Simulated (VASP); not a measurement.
# ZnCu2SnS4 (I-4) in VASP: band structure with PBE

Aim: the band structure of ZnCu2SnS4 with PBE.

Program: VASP 6.6.1. These are calculated values, not measurements. Logs are shortened: lines on timing, memory, paths and dates and some standing lists are left out, and cuts for length are marked.

## 1. The crystal as given

It takes space group I-4 (No. 82, tetragonal). The conventional cell has a = 5.474 Å, b = 5.474 Å, c = 10.929 Å, α = 90.00°, β = 90.00°, γ = 90.00°. Zn (site symmetry -4) has 4 S at 2.37 Å as nearest neighbours. Cu (site symmetry -4) is surrounded by 4 S at 2.32 Å. Cu (site symmetry -4) has 4 S at 2.32 Å as nearest neighbours. Sn (site symmetry -4) has 4 S at 2.47 Å as nearest neighbours. S (site symmetry 1) has 2 Cu at 2.32 Å and 1 Zn at 2.37 Å and 1 Sn at 2.47 Å as nearest neighbours.

## 2. Band structure, PBE

INCAR reads:

```
SYSTEM = ZnCu2SnS4
PREC = Accurate ; ENCUT = 520
EDIFF = 1E-6 ; ISMEAR = 0
SIGMA = 0.03 ; LREAL = .FALSE.
LASPH = .TRUE. ; NELM = 80
ALGO = Fast ; ISIF = 2
LWAVE = .FALSE. ; LCHARG = .FALSE.
LMAXMIX = 4 ; GGA = PE
NBANDS = 46 ; ICORELEVEL = 1
KPAR = 4
```

KPOINTS reads:

```
Automatic mesh
0
G
  10 10 10
  0 0 0
```

POSCAR reads:

```
ZnCu2SnS4                               
1.0
   -2.7369816595      2.7369816737      5.4646823178
    2.7369816595     -2.7369816737      5.4646823178
    2.7369816737      2.7369816595     -5.4646823178
  Zn              Cu              Sn              S             
     1     2     1     4
Direct
     0.2500000000000000    0.7500000000000000    0.5000000000000000
     0.0000000000000000    0.0000000000000000    1.0000000000000000
     0.7500000000000000    0.2500000000000000    0.5000000000000000
     0.5000000000000000    0.5000000000000000    1.0000000000000000
     0.3712680302363741    0.8948929042185050    0.0075861211503869
     0.1051070957814950    0.1126932169318891    0.4763751260178833
     0.8873067830681109    0.3636819090859943    0.9924138788496131
     0.6363180909140057    0.6287319697636259    0.5236248739821167
```

KPOINTS_OPT reads:

```
explicit points
173
Reciprocal
 0.0000000000  0.0000000000  0.0000000000 1
 0.0000000000  0.0000000000  0.0357142857 1
 0.0000000000  0.0000000000  0.0714285714 1
 0.0000000000  0.0000000000  0.1071428571 1
 0.0000000000  0.0000000000  0.1428571429 1
 0.0000000000  0.0000000000  0.1785714286 1
[... 165 lines left out ...]
-0.1254335710  0.1254335710  0.5000000000 1
 0.5000000000  0.5000000000 -0.1254335710 1
```

Potentials or basis: VASP PAW PBE potentials, release 64 (Zn, Cu, Sn_d, S).

Launch:

```
$ cat potpaw_PBE.64/Zn/POTCAR potpaw_PBE.64/Cu/POTCAR potpaw_PBE.64/Sn_d/POTCAR potpaw_PBE.64/S/POTCAR > POTCAR
$ mpirun -np 4 vasp_std > vasp.out
```

OUTCAR:

```text
SYSTEM = ZnCu2SnS4
   PREC = Accurate
   ENCUT = 520
   EDIFF = 1E-6
   ISMEAR = 0
   LREAL = .FALSE.
   LASPH = .TRUE.
   NELM = 80
   ISIF = 2
   GGA = PE

 ion  position               nearest neighbor table
   1  0.250  0.750  0.500-   8 2.37   7 2.37   6 2.37   5 2.37
   2  0.000  0.000  0.000-   5 2.32   8 2.32   7 2.32   6 2.32
   3  0.750  0.250  0.500-   6 2.32   7 2.32   5 2.32   8 2.32
   4  0.500  0.500  0.000-   8 2.47   7 2.47   6 2.47   5 2.47
   5  0.371  0.895  0.008-   3 2.32   2 2.32   1 2.37   4 2.47
   6  0.105  0.113  0.476-   3 2.32   2 2.32   1 2.37   4 2.47
   7  0.887  0.364  0.992-   3 2.32   2 2.32   1 2.37   4 2.47
   8  0.636  0.629  0.524-   3 2.32   2 2.32   1 2.37   4 2.47

  LATTYP: Found a body centered tetragonal cell.
 ALAT       =     5.4739633332
 C/A-ratio  =     1.9966090327

  Lattice vectors:

 A1 = (  -2.7369816595,   2.7369816737,   5.4646823178)
 A2 = (   2.7369816595,  -2.7369816737,   5.4646823178)
 A3 = (   2.7369816737,   2.7369816595,  -5.4646823178)

Analysis of symmetry for initial positions (statically):
=====================================================================
 Subroutine PRICEL returns:
 Original cell was already a primitive cell.

 Routine SETGRP: Setting up the symmetry group for a
 body centered tetragonal supercell.

 Subroutine GETGRP returns: Found  4 space group operations
 (whereof  4 operations were pure point group operations)
 out of a pool of 16 trial point group operations.

The static configuration has the point symmetry S_4 .

Analysis of symmetry for dynamics (positions and initial velocities):
=====================================================================
 Subroutine PRICEL returns:
 Original cell was already a primitive cell.

 Routine SETGRP: Setting up the symmetry group for a
 body centered tetragonal supercell.

 Subroutine GETGRP returns: Found  4 space group operations
 (whereof  4 operations were pure point group operations)
 out of a pool of 16 trial point group operations.

The dynamic configuration has the point symmetry S_4 .

 Subroutine INISYM returns: Found  4 space group operations
 (whereof  4 operations are pure point group operations),
 and found     1 'primitive' translations

----------------------------------------------------------------------------------------

                                     Primitive cell

  volume of cell :     163.7452

  direct lattice vectors                    reciprocal lattice vectors
    -2.736981660  2.736981674  5.464682318     0.000000000  0.182682992  0.091496627
     2.736981660 -2.736981674  5.464682318     0.182682992 -0.000000000  0.091496627
     2.736981674  2.736981660 -5.464682318     0.182682993  0.182682992  0.000000000

  length of vectors
     6.696632745  6.696632745  6.696632745     0.204315218  0.204315218  0.258352765

  position of ions in fractional coordinates (direct lattice)
     0.250000000  0.750000000  0.500000000
     0.000000000  0.000000000  0.000000000
     0.750000000  0.250000000  0.500000000
     0.500000000  0.500000000  0.000000000
     0.371268030  0.894892904  0.007586121
     0.105107096  0.112693217  0.476375126
     0.887306783  0.363681909  0.992413879
     0.636318091  0.628731970  0.523624874

  ion indices of the primitive-cell ions
   primitive index   ion index
                 1           1
                 2           2
                 3           3
                 4           4
                 5           5
                 6           6
                 7           7
                 8           8

----------------------------------------------------------------------------------------

 KPOINTS: Automatic mesh

Automatic generation of k-mesh.
 Grid dimensions read from file:
 generate k-points for:   10   10   10

 Generating k-lattice:

  Cartesian coordinates                     Fractional coordinates (reciprocal lattice)
     0.000000000  0.018268299  0.009149663     0.100000000  0.000000000 -0.000000000
     0.018268299 -0.000000000  0.009149663     0.000000000  0.100000000  0.000000000
     0.018268299  0.018268299  0.000000000     0.000000000  0.000000000  0.100000000

  Length of vectors
     0.020431522  0.020431522  0.025835276

  Shift w.r.t. Gamma in fractional coordinates (k-lattice)
     0.000000000  0.000000000  0.000000000

 Subroutine IBZKPT returns following result:
 ===========================================

 Found    144 irreducible k-points:

 Following reciprocal coordinates:
            Coordinates               Weight
  0.000000  0.000000  0.000000      1.000000
  0.100000  0.000000 -0.000000      8.000000
  0.200000  0.000000 -0.000000      8.000000
  0.300000  0.000000 -0.000000      8.000000
  0.400000  0.000000 -0.000000      8.000000
  0.500000  0.000000 -0.000000      4.000000
[... 16 lines left out ...]
  0.200000  0.200000 -0.000000      8.000000
  0.300000  0.200000 -0.000000      8.000000
 [... further k-points ...]
   k-points           NKPTS =    144   k-points in BZ     NKDIM =    144   number of bands    NBANDS=     46
   number of dos      NEDOS =    301   number of ions     NIONS =      8
   total plane-waves  NPLWV = 125000
   dimension x,y,z NGX =    50 NGY =   50 NGZ =   50
   dimension x,y,z NGXF=   100 NGYF=  100 NGZF=  100
   ions per type =               1   2   1   4
   NGX,Y,Z   is equivalent  to a cutoff of  12.41, 12.41, 12.41 a.u.
   NGXF,Y,Z  is equivalent  to a cutoff of  24.83, 24.83, 24.83 a.u.
 SYSTEM =  ZnCu2SnS4
   PREC   = accura    normal or accurate (medium, high low for compatibility)
   ISTART =      0    job   : 0-new  1-cont  2-samecut
   ICHARG =      2    charge: 1-file 2-atom 10-const
   ISPIN  =      1    spin polarized calculation?
   LNONCOLLINEAR =      F non collinear calculations
   LSORBIT =      F    spin-orbit coupling
   LASPH  =      T    aspherical Exc in radial PAW
   ENCUT  =  520.0 eV  38.22 Ry    6.18 a.u.  12.45 12.45 12.45*2*pi/ulx,y,z
   NELM   =     80;   NELMIN=  2; NELMDL= -5     # of ELM steps
   EDIFF  = 0.1E-05   stopping-criterion for ELM
   LREAL  =      F    real-space projection
   EDIFFG = 0.1E-04   stopping-criterion for IOM
   NSW    =      0    number of steps for IOM
   IBRION =     -1    ionic relax: 0-MD 1-quasi-New 2-CG
   NFREE  =      0    steps in history (QN), initial steepest desc. (CG)
   ISIF   =      2    stress and relaxation
   ISYM   =      2    0-nonsym 1-usesym 2-fastsym
   POTIM  = 0.5000    time-step for ionic-motion
   TEBEG  =    0.0;   TEEND  =   0.0 temperature during run
   PSTRESS=    0.0 pullay stress
   NELECT =      72.0000    total number of electrons
   NUPDOWN=      -1.0000    fix difference up-down
   EMIN   =  10.00;   EMAX   =-10.00  energy-range for DOS
   EFERMI =   0.00;   METHOD = LEGACY
   ISMEAR =     0;   SIGMA  =   0.03  broadening in eV -4-tet -1-fermi 0-gaus
   EFERMI_NEDOS =   21; number of points for ismear=-14 and -15
   IALGO  =     68    algorithm
   IMIX   =      4    mixing-type and parameters
     AMIX     =   0.40;   BMIX     =  1.00
     AMIX_MAG =   1.60;   BMIX_MAG =  1.00
  volume/ion in A,a.u.               =      20.47       138.13
  Fermi-wavevector in a.u.,A,eV,Ry     =   1.244886  2.352493 21.085494  1.549740
  Thomas-Fermi vector in A             =   2.379132
   LORBIT       =      0    0 simple, 1 ext, 2 COOP (PROOUT), +10 PAW based schemes
   GGA     = PE    functional components
   LHFCALC =     F    Hartree Fock is set to
   AEXX    =    0.0000 exact exchange contribution
   IVDW    =     0    specifies the selected vdW correction
   LEPSILON=     F    determine dielectric tensor
   LRPA    =     F    only Hartree local field effects (RPA)
 non-spin polarized calculation
 RMM-DIIS sequential band-by-band and
 Gauss-broadening in eV      SIGMA  =   0.03
  energy-cutoff  :      520.00
  volume of cell :      163.75
 maximum number of plane-waves:      4440
 NGX is ok and might be reduce to    50
   NGX = 25   NGY = 25   NGZ = 25

 number of electron      72.0000035 magnetization

 Free energy of the ion-electron system (eV)
  ---------------------------------------------------
  ext. energy  EPLUGINS =         0.00000000
  ---------------------------------------------------
  free energy    TOTEN  =       -32.59940841 eV

  energy without entropy =      -32.59940207  energy(sigma->0) =      -32.59940524

 the core state eigenenergies are
   1-  1s  -9516.5878  2s  -1150.1049  2p   -995.7571  3s   -121.2592  3p    -75.4288

   2-  1s  -8842.8606  2s  -1055.1257  2p   -909.5866  3s   -107.0269  3p    -64.4186

   3-  1s  -8842.8440  2s  -1055.1119  2p   -909.5725  3s   -107.0117  3p    -64.4033

   4-  1s -28998.7825  2s  -4370.2527  2p  -3921.8725  3s   -836.5290  3p   -690.0763
       3d   -464.7828  4s   -125.5202  4p    -81.3076
   5-  1s  -2395.3637  2s   -201.3765  2p   -146.1541
   6-  1s  -2395.3637  2s   -201.3765  2p   -146.1541
   7-  1s  -2395.3637  2s   -201.3765  2p   -146.1541
   8-  1s  -2395.3637  2s   -201.3765  2p   -146.1541

 E-fermi :   4.7102     XC(G=0):  -9.6863

 val. band max:        4.6712925653   @ k =   0.0000   0.0000   0.0000
 cond. band min:       4.7490390303   @ k =   0.0000   0.0000   0.0000
 fundamental gap:      0.0777464649
 Fermi energy:         4.7101904153

 k-point     1 :       0.0000    0.0000    0.0000
  band No.  band energies     occupation
      1     -17.5797      2.00000
      2     -17.5761      2.00000
      3     -17.5761      2.00000
      4     -17.5088      2.00000
      5     -17.5044      2.00000
      6      -9.7001      2.00000
[... 38 lines left out ...]
     45       9.9612      0.00000
     46      10.3032      0.00000

 k-point     2 :       0.1000    0.0000   -0.0000
  band No.  band energies     occupation
      1     -17.5797      2.00000
      2     -17.5761      2.00000
      3     -17.5761      2.00000
      4     -17.5088      2.00000
      5     -17.5044      2.00000
      6      -9.6675      2.00000
[... 38 lines left out ...]
     45      10.0107      0.00000
     46      10.2685      0.00000

 k-point     3 :       0.2000    0.0000   -0.0000
  band No.  band energies     occupation
      1     -17.5798      2.00000
      2     -17.5762      2.00000
      3     -17.5760      2.00000
      4     -17.5086      2.00000
      5     -17.5043      2.00000
      6      -9.5723      2.00000
[... 38 lines left out ...]
     45      10.0391      0.00000
     46      10.3654      0.00000

 k-point     4 :       0.3000    0.0000   -0.0000
  band No.  band energies     occupation
      1     -17.5799      2.00000
      2     -17.5763      2.00000
      3     -17.5760      2.00000
      4     -17.5085      2.00000
      5     -17.5042      2.00000
      6      -9.4243      2.00000
[... 38 lines left out ...]
     45      10.2882      0.00000
     46      10.6380      0.00000

 k-point     5 :       0.4000    0.0000   -0.0000
  band No.  band energies     occupation
      1     -17.5800      2.00000
      2     -17.5764      2.00000
      3     -17.5760      2.00000
      4     -17.5084      2.00000
      5     -17.5042      2.00000
      6      -9.2460      2.00000
[... 38 lines left out ...]
     45      10.5490      0.00000
     46      10.7336      0.00000

 k-point     6 :       0.5000    0.0000   -0.0000
  band No.  band energies     occupation
      1     -17.5801      2.00000
      2     -17.5764      2.00000
      3     -17.5760      2.00000
      4     -17.5083      2.00000
      5     -17.5041      2.00000
      6      -9.1289      2.00000
[... 24 lines left out ...]
     31       3.1135      2.00000
     32       3.4052      2.00000

------------------------ aborting loop because EDIFF is reached ----------------------------------------

  FORCE on cell =-STRESS in cart. coord.  units (eV):
  Direction    XX          YY          ZZ          XY          YZ          ZX
  --------------------------------------------------------------------------------------
  -------------------------------------------------------------------------------------
  Total       -0.0322173     -0.0322173      0.0222824      0.0000001      0.0000000      0.0000000
  in kB       -0.3152323     -0.3152323      0.2180239      0.0000007      0.0000000      0.0000000
  external PRESSURE =      -0.1374802 kB  Pullay stress =       0.0000000 kB

 VOLUME and BASIS-vectors are now :
 -----------------------------------------------------------------------------
  energy-cutoff  :      520.00
  volume of cell :      163.75
      direct lattice vectors                 reciprocal lattice vectors
    -2.736981660  2.736981674  5.464682318     0.000000000  0.182682992  0.091496627
     2.736981660 -2.736981674  5.464682318     0.182682992 -0.000000000  0.091496627
     2.736981674  2.736981660 -5.464682318     0.182682993  0.182682992  0.000000000

 POSITION                                       TOTAL-FORCE (eV/Angst)
 -----------------------------------------------------------------------------------
      2.73698     -0.00000      2.73234        -0.000000     -0.000000     -0.000000
      0.00000      0.00000      0.00000        -0.000000     -0.000000      0.000000
      0.00000      2.73698      2.73234        -0.000000     -0.000000     -0.000000
      0.00000      0.00000      5.46468        -0.000000     -0.000000      0.000000
      1.45391     -1.41239      6.87771         0.001986      0.002245     -0.003301
      1.32459      1.28307     -1.41303         0.002245     -0.001986      0.003301
      1.28307      4.14937      1.41303        -0.001986     -0.002245     -0.003301
      1.41239      1.45391      4.05165        -0.002245      0.001986      0.003301
 -----------------------------------------------------------------------------------
    total drift:                                0.000015      0.000015      0.000018

  FREE ENERGIE OF THE ION-ELECTRON SYSTEM (eV)
  ---------------------------------------------------
  free  energy   TOTEN  =       -32.5994084128 eV

  energy  without entropy=      -32.5994020660  energy(sigma->0) =      -32.59940524
```

Run time: 7.2 min. Hardware: 4 MPI ranks of Intel Xeon 6975P-C (Granite Rapids), shared host; peak memory 1.6 GiB.

What came out:

| Item | Value |
| --- | --- |
| Free energy | -32.5994 eV |
| Pressure | 0.0 GPa |
| Largest force | 0.004 eV/Å |
| Band gap on the k mesh | 0.08 eV, direct |
| Band gap along the path | 0.08 eV, direct |

Forces on the atoms (eV/Å):
```
Zn   0.000  0.000  0.000
Cu   0.000  0.000  0.000
Cu   0.000  0.000  0.000
Sn   0.000  0.000  0.000
S    0.002  0.002 -0.003
S    0.002 -0.002  0.003
S   -0.002 -0.002 -0.003
S   -0.002  0.002  0.003
```

Levels at the corners of the path, in eV from the valence-band top:
```tsv
point	band 34	band 35	band 36	band 37	band 38	band 39
Γ	-0.07	-0.07	0.00	0.08	1.97	2.68
X	-0.69	-0.49	-0.39	0.51	2.23	3.05
X	-0.69	-0.49	-0.39	0.51	2.23	3.05
Y	-0.74	-0.65	-0.56	0.73	2.44	3.44
Y	-0.74	-0.65	-0.56	0.73	2.44	3.44
S	-1.03	-0.67	-0.56	1.36	2.44	3.05
S	-1.03	-0.67	-0.56	1.36	2.44	3.05
Γ	-0.07	-0.07	0.00	0.08	1.97	2.68
Γ	-0.07	-0.07	0.00	0.08	1.97	2.68
Z	-1.09	-0.83	-0.83	1.18	2.02	2.02
Z	-1.09	-0.83	-0.83	1.18	2.02	2.02
S1	-1.03	-0.67	-0.56	1.36	2.44	3.05
S1	-1.03	-0.67	-0.56	1.36	2.44	3.05
N	-1.08	-0.99	-0.49	1.45	3.05	3.23
N	-1.08	-0.99	-0.49	1.45	3.05	3.23
P	-0.76	-0.57	-0.56	0.74	2.71	2.98
P	-0.76	-0.57	-0.56	0.74	2.71	2.98
Y1	-0.74	-0.65	-0.56	0.73	2.44	3.44
Y1	-0.74	-0.65	-0.56	0.73	2.44	3.44
Z	-1.09	-0.83	-0.83	1.18	2.02	2.02
X	-0.69	-0.49	-0.39	0.51	2.23	3.05
P	-0.76	-0.57	-0.56	0.74	2.71	2.98
```

Core levels (eV, on the scale of the bands):
```
atom                                                                                     levels
1 Zn                                     1s -9516.6, 2s -1150.1, 2p -995.8, 3s -121.3, 3p -75.4
2 Cu                                     1s -8842.9, 2s -1055.1, 2p -909.6, 3s -107.0, 3p -64.4
3 Cu                                     1s -8842.8, 2s -1055.1, 2p -909.6, 3s -107.0, 3p -64.4
4 Sn  1s -28998.8, 2s -4370.3, 2p -3921.9, 3s -836.5, 3p -690.1, 3d -464.8, 4s -125.5, 4p -81.3
 5 S                                                           1s -2395.4, 2s -201.4, 2p -146.2
 6 S                                                           1s -2395.4, 2s -201.4, 2p -146.2
```

Caveat: spin-orbit coupling is left out, which moves the levels of the heavy elements.
